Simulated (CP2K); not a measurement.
ZrO2:

```
CELL_PARAMETERS angstrom
3.59928 0.00000 0.00000
1.79964 3.11706 0.00000
1.79964 1.03902 2.93880
ATOMIC_POSITIONS crystal
Zr 0.00000 0.00000 0.00000
O 0.75000 0.75000 0.75000
O 0.25000 0.25000 0.25000
```

Measurements of this composition are mostly on another form, of space group No. 14.

Program: CP2K 2026.2. Alike in all runs: task band structure; no spin polarisation; cell as given; k mesh 9 × 9 × 9.

Order these runs on this cell by their pressure, lowest first.
A. level LDA; potentials or basis GTH_POTENTIALS Zr GTH-PADE-q12, O GTH-PADE-q6; TZVP-MOLOPT-PBE-GTH basis; smearing fermi-dirac 0.05 eV; NGRIDS 5; points a segment of the path (NPOINTS) 10; bands added on the path 6; CUTOFF of the grids 600 Ry
B. level PBEsol; potentials or basis POTENTIAL_UZH Zr GTH-PBE-q12, O GTH-PBE-q6; TZVP-MOLOPT-PBE-GTH basis; smearing fermi-dirac 0.0259 eV; NGRIDS 4; points a segment of the path (NPOINTS) 10; bands added on the path 6; CUTOFF of the grids 600 Ry
C. level r2SCAN; potentials or basis POTENTIAL_UZH Zr GTH-SCAN-q12, O GTH-SCAN-q6; TZVP-MOLOPT-SCAN-GTH basis; smearing fermi-dirac 0.1 eV; NGRIDS 4; points a segment of the path (NPOINTS) 6; bands added on the path 4; CUTOFF of the grids 850 Ry

A (-9.5 GPa), B (-0.7 GPa), C (2.1 GPa).

Caveats: the basis of atomic orbitals isn't converged, which shifts pressures, moduli and gaps; the potentials were made for another functional, which shifts forces and pressure (some runs).

Runs at the PBE level aren't shown here.
